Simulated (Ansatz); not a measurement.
# CdO (Monteponite) (Fm-3m) in Ansatz: settings compared

One crystal, CdO (Monteponite), is run at these levels: LDA, PBEsol; tasks: relaxation of cell and atoms.

Program: Ansatz 0.2.0. These are calculated values, not measurements. Logs are shortened: lines on timing, memory, paths and dates and some standing lists are left out, and cuts for length are marked.

### Step 1. Starting point

Symmetry: Fm-3m, No. 225, cubic system. The conventional cell has a = 4.699 Å, b = 4.699 Å, c = 4.699 Å, α = 90.00°, β = 90.00°, γ = 90.00°. Around Cd (site symmetry m-3m) lie 6 O at 2.35 Å. O (site symmetry m-3m) is surrounded by 6 Cd at 2.35 Å.

### Step 2. Relaxation of cell and atoms, LDA

File input.yaml:

```yaml
crystal:
  lattice:
    - [0.0, 2.3495, 2.3495]
    - [2.3495, 0.0, 2.3495]
    - [2.3495, 2.3495, 0.0]
  atoms:
    - { symbol: Cd, position: [0.0, 0.0, 0.0] }
    - { symbol: O, position: [0.5, 0.5, 0.5] }
hamiltonian:
  xc: lda
  pseudopotentials: { kind: paw }
kpoints:
  mp_grid: { grid: [10, 10, 10] }
scf:
  occupations: { method: fermi_dirac, width: 0.05 }
output:
  forces: true
  stress: true
relax:
  f_tol: 0.01
  max_steps: 40
  cell: { stress_tol: 0.05 }
```

Potentials or basis: Ansatz PAW.

Launch:

```
> ansatz run input.yaml --threads 2 --pin off --max-ram 5632MiB --backend cpu --events-out ev --progress --plain --runs-dir out
```

Standard output:

```text
Warning: RAYON_NUM_THREADS=2 ignored (pool sized by the plan → 2); use --threads N
Engine: ansatz 0.2.0, aarch64-unknown-linux-gnu
Pseudopotentials: kind: paw
Pseudopotential: Cd, paw, valence charge 20, recommended cutoff 420 eV (normal), Cd.paw.azcp
Pseudopotential: O, paw, valence charge 6, recommended cutoff 420 eV (normal), O.paw.azcp
Functional definition: SPW92
  exchange = slater_x
  correlation = pw_c
Crystal: 2 atoms, lattice volume = 25.939 Å³
Basis set: ecut = 420 eV, 531 PW (Γ)
Bands: 17, of which v1, the nominal top of the filled ones, is band 13 counted from 1 (12 counted from 0)
Symmetry: 48 space group operations
Space group: Fm-3m (ITA 225), of the structure as read, at distance tolerance 3.0e-5 Å
k-points: 47 of 1000
Non-local potential: Cd, projectors of the file, l = 0: 3, l = 1: 2, l = 2: 2, l = 3: 1
Non-local potential: O, projectors of the file, l = 0: 2, l = 1: 2, l = 2: 1
PAW form: soft (Blöchl's): semilocal exchange-correlation on the pseudo side does not see the compensation charge
PAW frozen core: Cd, regenerated for the run's functional, and the local potential with it (the file was generated under x = pbe(κ = 0.804, μ = 0.2195149727645171), c = pbe(β = 0.06672455060314922))
PAW frozen core: O, regenerated for the run's functional, and the local potential with it (the file was generated under x = pbe(κ = 0.804, μ = 0.2195149727645171), c = pbe(β = 0.06672455060314922))
PAW one-centre angular grid: Cd, 590 points (default); XC on 64 Gauss nodes
PAW one-centre angular grid: O, 110 points (default); XC on 64 Gauss nodes
Initial density: superposition of atomic densities (neutral atoms: chi_scale 0, normalization atom), corrected by the library's trained network
Initial wavefunctions: pseudopotential atomic-orbital guess
Functional: x = slater, c = lda
SCF iter   1: F=—  HF=-8672.741119 eV  |F-HF|=—  |Δ(HF+E_count)|=         —  Δρ=1.94e-2  dr2=8.52e-2  ethr=1.77e-3  ⟨swp⟩=5.2  Hψ=3568  notcnv=0
preconditioner: auto → none  [insulator: Δε(μ)=0.391 eV  Ē_g=15.103 eV  σ=0.050 eV  W_gap=0.95  n_scr=14 (ndim 8)  ℏωp=30.9 eV  f_vac=0.000  D(μ)=0.04/eV (n_scr^D=0)  ε∞_Penn≈5.2]
SCF iter   2: F=—  HF=-8672.720788 eV  |F-HF|=—  |Δ(HF+E_count)|=   2.03e-2  Δρ=6.80e-3  dr2=1.29e-2  ethr=3.28e-4  ⟨swp⟩=3.0  Hψ=1719  notcnv=0
SCF iter   3: F=—  HF=-8672.717813 eV  |F-HF|=—  |Δ(HF+E_count)|=   2.98e-3  Δρ=2.19e-3  dr2=9.04e-4  ethr=4.95e-5  ⟨swp⟩=2.6  Hψ=1261  notcnv=0
SCF iter   4: F=—  HF=-8672.717520 eV  |F-HF|=—  |Δ(HF+E_count)|=   2.92e-4  Δρ=5.20e-4  dr2=3.02e-5  ethr=3.48e-6  ⟨swp⟩=2.8  Hψ=1469  notcnv=0
SCF iter   5: F=—  HF=-8672.717535 eV  |F-HF|=—  |Δ(HF+E_count)|=   1.50e-5  Δρ=2.68e-5  dr2=6.97e-8  ethr=1.16e-7  ⟨swp⟩=2.2  Hψ=973  notcnv=0
SCF iter   6: F=-8672.717535 eV  HF=-8672.717535 eV  |F-HF|=3.12e-9  |Δ(HF+E_count)|=   5.54e-8  Δρ=4.74e-6  dr2=4.70e-9  ethr=2.68e-10  ⟨swp⟩=2.0  Hψ=2703  notcnv=0
SCF 1 converged in 6 iterations: F = -8672.717535 eV  dr2 = 4.70e-9
relax step   1: F+E_penalty+E_count = -8672.71753534 eV  Δ(F+E_penalty+E_count) = +0.000e0 eV  max|allowed force component| = 8.020e-30 eV/Å  Δτ_max = 0.0000 Å  P = -6.139 GPa  Ω = 25.939 Å³  (6 SCF iters, dr2 threshold 1.00e-7 eV, accepted)
Crystal: 2 atoms, lattice volume = 24.640 Å³
Initial density: handed on by an earlier stage of this run
Initial wavefunctions: those handed on with the density
[... 68 lines left out ...]
SCF iter   2: F=-8672.738681 eV  HF=-8672.738681 eV  |F-HF|=1.82e-12  |Δ(HF+E_count)|=  3.91e-10  Δρ=5.33e-8  dr2=5.03e-13  ethr=1.00e-12  ⟨swp⟩=2.1  Hψ=1416  notcnv=0
iter 3 did not close the SCF: its close was put off for the readings that it lacked (scf_convergence_deferred on its scf_iter line)
SCF iter   3: F=-8672.738681 eV  HF=-8672.738681 eV  |F-HF|=0.00e0  |Δ(HF+E_count)|=    0.00e0  Δρ=2.98e-8  dr2=1.29e-13  ethr=1.00e-12  ⟨swp⟩=1.0  Hψ=799  notcnv=0
iter 4 did not close the SCF: its close was put off for the readings that it lacked (scf_convergence_deferred on its scf_iter line)
SCF iter   4: F=-8672.738681 eV  HF=-8672.738681 eV  |F-HF|=1.82e-12  |Δ(HF+E_count)|=    0.00e0  Δρ=1.62e-8  dr2=3.29e-14  ethr=1.00e-12  ⟨swp⟩=1.0  Hψ=799  notcnv=0
iter 5 did not close the SCF: its close was put off for the readings that it lacked (scf_convergence_deferred on its scf_iter line)
SCF iter   5: F=-8672.738681 eV  HF=-8672.738681 eV  |F-HF|=1.82e-12  |Δ(HF+E_count)|=    0.00e0  Δρ=4.88e-9  dr2=2.61e-15  ethr=1.00e-12  ⟨swp⟩=1.0  Hψ=799  notcnv=0
SCF iter   6: F=-8672.738681 eV  HF=-8672.738681 eV  |F-HF|=1.82e-12  |Δ(HF+E_count)|=    0.00e0  Δρ=2.39e-9  dr2=6.87e-16  ethr=1.00e-12  ⟨swp⟩=1.8  Hψ=1950  notcnv=0
SCF 7 converged in 6 iterations: F = -8672.738681 eV  dr2 = 6.87e-16
relax step   7: F+E_penalty+E_count = -8672.73868064 eV  Δ(F+E_penalty+E_count) = +1.819e-12 eV  max|allowed force component| = 5.062e-30 eV/Å  Δτ_max = 0.0000 Å  P = -0.005 GPa  Ω = 24.881 Å³  stress off target by 5.22e-3 GPa  SCF on the basis re-selected at this cell (its energy is not comparable with the rows above)  (6 SCF iters)
basis re-selected at this cell: Δ(F+E_penalty+E_count) = +1.819e-12 eV, ΔP = -0.004 GPa vs the last step (what re-selecting the basis moved, of the pressure what is left beyond the Pulay correction that the steps carried, after the strain that the cell walked since its last selection, with what the two solves' SCF thresholds leave and, on support functions, any second-order correction that the steps lacked; it is no measure of the basis error at this ecutwfc). This SCF's stress stands 5.22e-3 GPa from its target on what of the cell is left free (relax.cell.stress_tol is 5.00e-2 GPa) and its largest allowed force component is 5.06e-30 eV/Å (relax.f_tol is 1.00e-2 eV/Å): within both
SCF converged after 6 iterations
Free energy (F): -8672.738681 eV
Harris-Foulkes:  -8672.738681 eV  (|F-HF|=1.82e-12)
Internal energy: -8672.738159 eV  (E = F + TS)
E sigma→0 (E₀):  -8672.738420 eV
Entropy (-TS):   -0.000522 eV (-0.261 meV/atom)
Fermi energy:    13.315279 eV
--- Per-component energies (eV) ---
  E_band       = -340.238751
  E_kinetic    = 679.760842
  E_local      = -2963.076251  (includes V_loc(G=0)·N_el)
  E_nonlocal   = 93.157954
  E_hartree    = 1372.733370
  E_xc         = -247.982997
  E_vxc        = -314.582483  (∫ρ·V_xc dr)
  E_paw        = -4096.178372  (= ΣΔE_a)
  E_vpaw       = -580.968006  (= ΣTr[D̂ρ^β])
  E_aug_tail   = 0.002454  (compensation charges beyond the density's cutoff)
  E_ewald      = -3512.018650
  E_core_change = 0.863490  (= ΣΔE_core)
  E_smearing   = -0.000522  (= −TS)
  E_closure    = -0.000000  (closes the sum)
  Σ components = -8672.738681   (vs F -8672.738681, Δ=0.00e0)
--- Forces (eV/Å), atoms counted from 1 ---
  atom   1  Cd    -0.00000000     0.00000000     0.00000000
  atom   2  O     -0.00000000    -0.00000000     0.00000000
  max |Σ_I F_I| component: 7.76e-30 eV/Å
--- Stress (GPa, compression-positive) ---
       -0.005219      -0.000000      -0.000000
       -0.000000      -0.005219      -0.000000
       -0.000000      -0.000000      -0.005219
  P = ⅓ Tr σ = -0.0052 GPa (-0.052 kbar)
--- Relaxed structure (5 steps of the walk, 5 accepted, 2 SCFs on fresh bases) ---
  F+E_penalty+E_count = -8672.73868064 eV   max|allowed force component| = 5.062e-30 eV/Å   (the final SCF, on the basis selected at the relaxed cell)
  cell:  # Å, volume = 24.8811 Å³
    - [9.23536180962326e-35, 2.3171085299300564, 2.3171085299300564]
    - [2.3171085299300564, -6.608060605161467e-34, 2.3171085299300564]
    - [2.3171085299300564, 2.3171085299300564, -1.0302205329010769e-33]
  atoms:
    - { symbol: Cd, position: [-1.814482306420882e-36, 1.2274439131626332e-36, 2.08131793971495e-36] }
    - { symbol: O, position: [0.5, 0.5, 0.5] }
```

It took 4.2 s on 2 threads of Arm Neoverse V1, shared host; peak memory 0.29 GiB.

What came out:

```
Free energy                            : -8672.7387 eV
Relaxed volume                         : 12.44 Å³/atom
Relaxed cell                           : a = 3.277 Å, b = 3.277 Å, c = 3.277 Å, α = 60.00°, β = 60.00°, γ = 60.00°
Space group after relaxing (to 0.05 Å) : Fm-3m (No. 225)
Energy gained by relaxing              : 10.6 meV/atom
Ionic steps                            : 7
Pressure after relaxing                : 0.0 GPa
```

Step by step:
| step | energy change (eV) | largest force (eV/Å) | volume (Å³) |
| --- | --- | --- | --- |
| 1 | 0.0000 | 0.0000 | 25.94 |
| 2 | -0.0243 | 0.0000 | 24.64 |
| 3 | -0.0246 | 0.0000 | 24.93 |
| 4 | -0.0247 | 0.0000 | 24.91 |
| 5 | -0.0210 | 0.0000 | 24.91 |
| 6 | -0.0211 | 0.0000 | 24.88 |
| 7 | -0.0211 | 0.0000 | 24.88 |

Final structure:
```cif
data_structure
_symmetry_space_group_name_H-M 'P 1'
_symmetry_Int_Tables_number 1
_cell_length_a 3.2769
_cell_length_b 3.2769
_cell_length_c 3.2769
_cell_angle_alpha 60.000
_cell_angle_beta 60.000
_cell_angle_gamma 60.000
_cell_volume 24.88
loop_
_atom_site_label
_atom_site_type_symbol
_atom_site_fract_x
_atom_site_fract_y
_atom_site_fract_z
_atom_site_occupancy
Cd1 Cd 0.00000 0.00000 0.00000 1
O1 O 0.50000 0.50000 0.50000 1
```

Caveat: the plane-wave basis is chosen anew once the cell has moved, so the energies of steps on either side of that aren't comparable; the pressure holds a Pulay correction of +0.7 GPa for the finite cutoff; the PAW data sets come from PBE, with cores solved anew for the run's functional, which leaves a small shift of forces and pressure.

### Step 3. Relaxation of cell and atoms, PBEsol

input.yaml, as its differences from that of step 2:

```diff
@@ -9,3 +9,3 @@
 hamiltonian:
-  xc: lda
+  xc: pbesol
   pseudopotentials: { kind: paw }
```

Potentials or basis: Ansatz PAW.

Launch:

```
> ansatz run input.yaml --threads 2 --pin off --max-ram 5632MiB --backend cpu --events-out ev --progress --plain --runs-dir out
```

Run time: 2.5 s. Hardware: 2 threads of Arm Neoverse V1, shared host; peak memory 0.29 GiB.

The run converged. Its results:

```
Free energy                            : -8744.4851 eV
Relaxed volume                         : 12.90 Å³/atom
Relaxed cell                           : a = 3.317 Å, b = 3.317 Å, c = 3.317 Å, α = 60.00°, β = 60.00°, γ = 60.00°
Space group after relaxing (to 0.05 Å) : Fm-3m (No. 225)
Energy gained by relaxing              : 0.2 meV/atom
Ionic steps                            : 4
Pressure after relaxing                : 0.0 GPa
```

The path:
```
step  energy change (eV)  largest force (eV/Å)  volume (Å³)
   1              0.0000                0.0000        25.94
   2             -0.0009                0.0000        25.77
   3             -0.0008                0.0000        25.80
   4             -0.0003                0.0000        25.80
```

Final structure:
```xyz
2
Lattice="0.0000 2.3453 2.3453 2.3453 0.0000 2.3453 2.3453 2.3453 0.0000" Properties=species:S:1:pos:R:3 pbc="T T T"
Cd    0.0000    0.0000    0.0000
O     2.3453    2.3453    2.3453
```

Caveat: the plane-wave basis is chosen anew once the cell has moved, so the energies of steps on either side of that aren't comparable; the pressure holds a Pulay correction of +0.5 GPa for the finite cutoff; the PAW data sets come from PBE, with cores solved anew for the run's functional, which leaves a small shift of forces and pressure.
